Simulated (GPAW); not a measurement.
# CuO (P4/mmm) in GPAW: single point with LDA

Aim: the single point of CuO with LDA.

Program: GPAW 26.7.0. These are calculated values, not measurements. Logs are shortened: lines on timing, memory, paths and dates and some standing lists are left out, and cuts for length are marked. The log counts tension as positive stress, the text compression.

### Step 1. The structure

It takes space group P4/mmm (No. 123, tetragonal). Conventional cell: a = 4.161 Å, b = 4.161 Å, c = 3.888 Å, α = 90.00°, β = 90.00°, γ = 90.00°. Around Cu (site symmetry mmm) lie 4 O at 1.94 to 2.08 Å. Cu (site symmetry 4/mmm) is surrounded by 6 O at 1.94 to 2.08 Å. Around O (site symmetry 4/mmm) lie 6 Cu at 1.94 to 2.08 Å. O (site symmetry mmm) has 4 Cu at 1.94 to 2.08 Å as nearest neighbours.

Measurements of this composition are mostly on another form, of space group No. 15.

### Step 2. Single point, LDA

run.py reads:

```python
from ase import Atoms
from ase.dft.bandgap import bandgap
from ase.io import write
from ase.units import GPa
from gpaw import GPAW, PW

atoms = Atoms(['Cu', 'Cu', 'Cu', 'O', 'O', 'O'],
              cell=[[4.160937, 0.0, 0.0],
                    [0.0, 4.160937, 0.0],
                    [0.0, 0.0, 3.887643]],
              scaled_positions=[[0.5, 0.0, 0.5],
                                [0.0, 0.5, 0.5],
                                [0.0, 0.0, 0.0],
                                [0.0, 0.0, 0.5],
                                [0.5, 0.0, 0.0],
                                [0.0, 0.5, 0.0]],
              pbc=True)

calc = GPAW(mode=PW(600),
            xc='LDA',
            kpts={'size': (5, 5, 6), 'gamma': True},
            occupations={'name': 'fermi-dirac', 'width': 0.05},
            nbands=47,
            maxiter=120,
            txt='gpaw.txt')
atoms.calc = calc
energy = atoms.get_potential_energy()
forces = atoms.get_forces()
stress = atoms.get_stress()
calc.write('gs.gpw')
write('result.traj', atoms)
print(f'Energy: {energy:.6f} eV')
print('Forces (eV/A):')
print(forces.round(4))
print('Stress (GPa):', (stress / GPa).round(3))
print('Fermi level:', round(calc.get_fermi_level(), 4), 'eV')
print(f'Gap: {bandgap(calc)[0]:.4f} eV, direct: {bandgap(calc, direct=True)[0]:.4f} eV')
```

Potentials or basis: the program's PAW data sets (release 1.2.1) made for this functional, pw.

Started as:

```bash
$ OMP_NUM_THREADS=1 python run.py
```

gpaw.txt:

```text
__  _  _
 | _ |_)|_||  |
 |__||  | ||/\| - 26.7.0

Input parameters:
  mode=PW(ecut=600.0),
  kpts=MonkhorstPack(size=(5, 5, 6), gamma=True),
  maxiter=120,
  nbands=47,
  occupations=Occupations(name='fermi-dirac', width=0.05),
  xc=XC(name='LDA')

Diagonalizing LCAO Hamiltonian
Converting LCAO to pw mode
    .---------.
   /|         |
  / |         |
 *  |         |
 | Cu         |
 O  .-Cu------.
 | O         /
 |/         /
 Cu---O----*

Atoms  # Å, Bohr magnetons
|   | symbol |        x |        y |        z |    initial magnetic moments |
|---|--------|----------|----------|----------|-----------------------------|
| 0 |     Cu | 2.080468 | 0.000000 | 1.943822 | ( 0.0000,  0.0000,  0.0000) |
| 1 |     Cu | 0.000000 | 2.080468 | 1.943822 | ( 0.0000,  0.0000,  0.0000) |
| 2 |     Cu | 0.000000 | 0.000000 | 0.000000 | ( 0.0000,  0.0000,  0.0000) |
| 3 |      O | 0.000000 | 0.000000 | 1.943822 | ( 0.0000,  0.0000,  0.0000) |
| 4 |      O | 2.080468 | 0.000000 | 0.000000 | ( 0.0000,  0.0000,  0.0000) |
| 5 |      O | 0.000000 | 2.080468 | 0.000000 | ( 0.0000,  0.0000,  0.0000) |

Unit cell  # Å
| periodic |        x |        y |        z |  lengths |    angles |
|----------|----------|----------|----------|----------|-----------|
|      yes | 4.160937 | 0.000000 | 0.000000 | 4.160937 | 90.000000 |
|      yes | 0.000000 | 4.160937 | 0.000000 | 4.160937 | 90.000000 |
|      yes | 0.000000 | 0.000000 | 3.887643 | 3.887643 | 90.000000 |

Number of symmetries: 16
Symmetry operations  # r_c * U_cc + t_c -> r_c
|    | kind |            matrix            |
|----|------|------------------------------|
|  0 |  E   |  1, 0, 0,  0, 1, 0,  0, 0, 1 |
|  1 |  σ   |  1, 0, 0,  0, 1, 0,  0, 0,-1 |
|  2 |  σ   |  1, 0, 0,  0,-1, 0,  0, 0, 1 |
|  3 |  C2  |  1, 0, 0,  0,-1, 0,  0, 0,-1 |
|  4 |  σ   |  0, 1, 0,  1, 0, 0,  0, 0, 1 |
|  5 |  C2  |  0, 1, 0,  1, 0, 0,  0, 0,-1 |
|  6 |  C4  |  0, 1, 0, -1, 0, 0,  0, 0, 1 |
|  7 |  S4  |  0, 1, 0, -1, 0, 0,  0, 0,-1 |
|  8 |  C4  |  0,-1, 0,  1, 0, 0,  0, 0, 1 |
|  9 |  S4  |  0,-1, 0,  1, 0, 0,  0, 0,-1 |
| 10 |  σ   |  0,-1, 0, -1, 0, 0,  0, 0, 1 |
| 11 |  C2  |  0,-1, 0, -1, 0, 0,  0, 0,-1 |
| 12 |  σ   | -1, 0, 0,  0, 1, 0,  0, 0, 1 |
| 13 |  C2  | -1, 0, 0,  0, 1, 0,  0, 0,-1 |
| 14 |  C2  | -1, 0, 0,  0,-1, 0,  0, 0, 1 |
| 15 |  i   | -1, 0, 0,  0,-1, 0,  0, 0,-1 |

BZ-sampling:
  Number of BZ points: 150
  Number of IBZ points: 24

  Monkhorst-Pack size: [5, 5, 6]
  Monkhorst-Pack shift: [0.0, 0.0, 0.08333333333333333]

K-points  # in reciprocal-cell coordinates
|     |                                coordinates |     weight |
|-----|--------------------------------------------|------------|
|   0 | (  0.00000000,   0.00000000,   0.00000000) | 0.00666667 |
|   1 | (  0.00000000,   0.00000000,   0.16666667) | 0.01333333 |
|   2 | (  0.00000000,   0.00000000,   0.33333333) | 0.01333333 |
|   3 | (  0.00000000,   0.00000000,   0.50000000) | 0.00666667 |
|   4 | (  0.20000000,   0.00000000,   0.00000000) | 0.02666667 |
|   5 | (  0.20000000,   0.00000000,   0.16666667) | 0.05333333 |
|   6 | (  0.20000000,   0.00000000,   0.33333333) | 0.05333333 |
|   7 | (  0.20000000,   0.00000000,   0.50000000) | 0.02666667 |
|   8 | (  0.20000000,   0.20000000,   0.00000000) | 0.02666667 |
|   9 | (  0.20000000,   0.20000000,   0.16666667) | 0.05333333 |
| ... |                                            |            |
|  23 | (  0.40000000,   0.40000000,   0.50000000) | 0.02666667 |

Plane wave coefficients: 2280
Cutoff: 600.0 eV

Spin-components: 1 (collinear spins)
Bands:           47
Projectors:      33
Spin-degeneracy: 2
Datatype:        complex128

Parallelization:
  kpt:    1
  domain: 1
  band:   1

Density:
  Valence electrons: 51.0
  Components: 1
  Grid points: [24 24 24]
  Charge: 0.0  # |e|

Potential:
  Grid points: [24 24 24]

species:
  Cu:
    name:    Copper
    Z:       29.0
    valence: 11
    core:    18
    charge:  0.0  # [|e|]
    compensation charges:
      type: gauss
      rc: 0.33  # [Å]
      lmax: 2
    cutoffs:
      filter: 2.06  # [Å]
      core: 2.43  # [Å]
    projectors
    | kind |    occ | energy [eV] | rcut [Å] |
    |------|--------|-------------|----------|
    |   4s |  1.000 |      -4.857 |    1.164 |
    |   4p |  0.000 |      -0.783 |    1.164 |
    |   3d | 10.000 |      -5.324 |    1.058 |
    |    s |        |      22.354 |    1.164 |
    |    p |        |      26.429 |    1.164 |
    |    d |        |      21.887 |    1.058 |

    Using partial waves for Cu as LCAO basis

  O:
    name:    Oxygen
    Z:       8.0
    valence: 6
    core:    2
    charge:  0.0  # [|e|]
    compensation charges:
      type: gauss
      rc: 0.21  # [Å]
      lmax: 2
    cutoffs:
      filter: 1.17  # [Å]
      core: 0.83  # [Å]
    projectors
    | kind |    occ | energy [eV] | rcut [Å] |
    |------|--------|-------------|----------|
    |   2s |  2.000 |     -23.752 |    0.688 |
    |   2p |  4.000 |      -9.195 |    0.598 |
    |    s |        |       3.459 |    0.688 |
    |    p |        |      18.016 |    0.598 |
    |    d |        |       0.000 |    0.619 |

    Using partial waves for O as LCAO basis

Reference energy: -140937.015347  # eV

eigensolver:
  PPCG
  Converge bands: occupied
  niter=2

density mixing:
  MSR1-Mixer
  Pratt-step length: 0.05
  Maximum mixing coefficient: 0.75
  Old densities: 10
  SVD Regularization: 0.005
  Good broyden scale: 1.0
  Trust region scale: 1.0
  Backstep threshold: 4.0
  History deletion threshold: 6.0
  Fourier metric: weight=20.0, sigma=0.015

occupation numbers:
  Fermi-Dirac:
    width: 0.0500  # eV

poisson solver:
  ecut: 4800.0  # eV

xc functional:
  name: None

convergence criteria:
- Maximum [total energy] change in last 3 cyles: 0.0005 eV / valence electron
- Maximum integral of absolute [dens]ity change: 0.0001 electrons / valence electron
- Maximum integral of absolute [eigenst]ate change: 4e-08 eV^2 / valence electron
maximum number of iterations: 120

SCF iterations
|iter     | |      energy | eigst |  dens |
|---------|-|-------------|-------|-------|
|iter:   1| |  -42.773849 | +0.33 |       |
|iter:   2| |  -39.020361 | -1.31 | -0.89 |
|iter:   3| |  -33.750274 | -0.77 | -0.98 |
|iter:   4| |  -33.577672 | -1.98 | -1.45 |
|iter:   5| |  -33.418047 | -2.58 | -1.49 |
|iter:   6| |  -33.277051 | -3.17 | -1.55 |
|iter:   7| |  -33.233402 | -3.64 | -1.82 |
|iter:   8| |  -33.213096 | -3.85 | -2.14 |
|iter:   9| |  -33.211562c| -4.55 | -2.58 |
|iter:  10| |  -33.211278c| -5.15 | -2.95 |
|iter:  11| |  -33.211260c| -6.04 | -3.40 |
|iter:  12| |  -33.211255c| -7.75c| -4.13c|

Converged in 12 steps
Energy contributions relative to reference atoms: (reference = -140937.015347)

Energy contributions:
  Kinetic:          -8.838432
  Coulomb:           0.495193
  Zero:              0.486257
  External:          0.000000
  Xc:              -25.325424
  Entropy:          -0.057698
  Spinorbit:         0.000000
  ----------------------------
  Free energy:     -33.240104
  Extrapolated:    -33.211255

dipole moment: (-41.484592, -41.484592, -30.329907)  # |e|*Ang

Fermi level: 4.406
Eigenvalues  # (at kpt = [0.000, 0.000, 0.000])
| band index |      eig [eV] | occ [0-2] |
|------------|---------------|-----------|
|          0 |       -15.014 |     2.000 |
|        ... |               |           |
|         19 |         2.602 |     2.000 |
|         20 |         2.700 |     2.000 |
|         21 |         2.700 |     2.000 |
|         22 |         2.889 |     2.000 |
|         23 |         2.910 |     2.000 |
|         24 |         2.974 |     2.000 |
[... 8 lines left out ...]
|         33 |        16.026 |     0.000 |
|         34 |        17.724 |     0.000 |
|        ... |               |           |
|         46 |        26.070 |     0.000 |

No gap
No difference between direct/indirect transitions

Forces  # eV/Ang
|        x |        y |       z |
|----------|----------|---------|
|  0.00000 | -0.00000 | 0.00000 |  # Cu   0
| -0.00000 |  0.00000 | 0.00000 |  # Cu   1
|  0.00000 |  0.00000 | 0.00000 |  # Cu   2
|  0.00000 |  0.00000 | 0.00000 |  # O    3
|  0.00000 |  0.00000 | 0.00000 |  # O    4
|  0.00000 |  0.00000 | 0.00000 |  # O    5

Stress tensor  # eV/Ang^3
|        x |        y |        z |
|----------|----------|----------|
| 0.072989 | 0.000000 | 0.000000 |
| 0.000000 | 0.072989 | 0.000000 |
| 0.000000 | 0.000000 | 0.109463 |

# Writing to gs.gpw (mode='')
```

Wall time 64 s (1 thread of Arm Neoverse V1, shared host); peak memory 0.2 GiB.

Results:

```yaml
Free_energy: -33.2401 eV
Pressure: -13.6 GPa
Band_gap_on_the_k_mesh: none (metal or under the smearing width)
```

Stress tensor (GPa, compression positive):
```
-11.69   0.00   0.00
  0.00 -11.69   0.00
  0.00   0.00 -17.54
```

Caveat: with this Cu data set, volumes or pressures lay over 1.5 % or 2 GPa off other programs in two to four cells of ten; the cutoff is short for stress and forces, so pressures can be off by a GPa or more; an odd number of electrons without spin polarisation forces a metal; a magnetic or distorted state may lie lower; the run has no spin polarisation, though such a crystal can be magnetic; semilocal functionals often make such compounds metallic where correlation or magnetic order opens a gap, which also shifts bond lengths.
